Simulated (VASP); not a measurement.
Sn: relaxation of shape and atoms at fixed volume with PBEsol

Sn:

```
Sn
1.0
    -2.89409    2.89409    1.57051
     2.89409   -2.89409    1.57051
     2.89409    2.89409   -1.57051
Sn
2
Direct
  0.00000 0.00000 0.00000
  0.75000 0.25000 0.50000
```

The cell isn't the ideal one: a relaxed cell with its volume scaled by 0.98.

| Item | Value |
| --- | --- |
| Program | VASP 6.6.1 |
| Task | relaxation of shape and atoms at fixed volume |
| Functional | PBEsol |
| Potentials or basis | VASP PAW PBE potentials, release 64 (Sn_d) |
| Cutoff | 600 eV |
| k mesh | 12 × 12 × 12 |
| Occupations | gaussian, width 0.03 eV |
| Spin | no spin polarisation |
| Further INCAR settings | ALGO = Normal; EDIFF = 1e-07; IBRION = 2; EDIFFG = -0.01; NSW = 40; ISIF = 4 |

```
Energy gained by relaxing : 0.0 meV/atom
Ionic steps               : 2
Pressure after relaxing   : 1.2 GPa
Band gap on the k mesh    : none (metal or under the smearing width)
```

Final structure:
```
CELL_PARAMETERS angstrom
-2.89542 2.89542 1.56908
2.89542 -2.89542 1.56908
2.89542 2.89542 -1.56908
ATOMIC_POSITIONS crystal
Sn 0.00000 0.00000 0.00000
Sn 0.75000 0.25000 0.50000
```

Levels at points of the mesh, in eV from the Fermi level:
| k point | band 10 | band 11 | band 12 | band 13 | band 14 | band 15 | band 16 | band 17 | band 18 |
| --- | --- | --- | --- | --- | --- | --- | --- | --- | --- |
| (0.00, 0.00, 0.00) | -21.06 | -11.39 | -3.62 | -2.09 | -2.09 | 2.88 | 6.32 | 6.32 | 7.13 |
| (0.50, 0.00, 0.00) | -21.12 | -6.97 | -5.50 | -2.32 | -1.80 | -1.18 | 2.21 | 2.91 | 4.82 |
| (0.50, 0.50, 0.00) | -21.19 | -9.09 | -9.09 | 0.56 | 0.56 | 1.58 | 1.58 | 6.22 | 6.22 |
| (0.50, 0.50, 0.50) | -21.26 | -7.67 | -7.67 | -5.01 | -5.01 | 5.23 | 5.23 | 9.61 | 9.61 |

It took 3.2 min on 1 thread of Intel(R) Xeon(R) Platinum 8259CL CPU @ 2.50GHz (Skylake/Cascade Lake) (shared host), peak memory 0.32 GiB.

Caveat: the PAW data sets were made with another functional, which shifts forces and pressure a little.
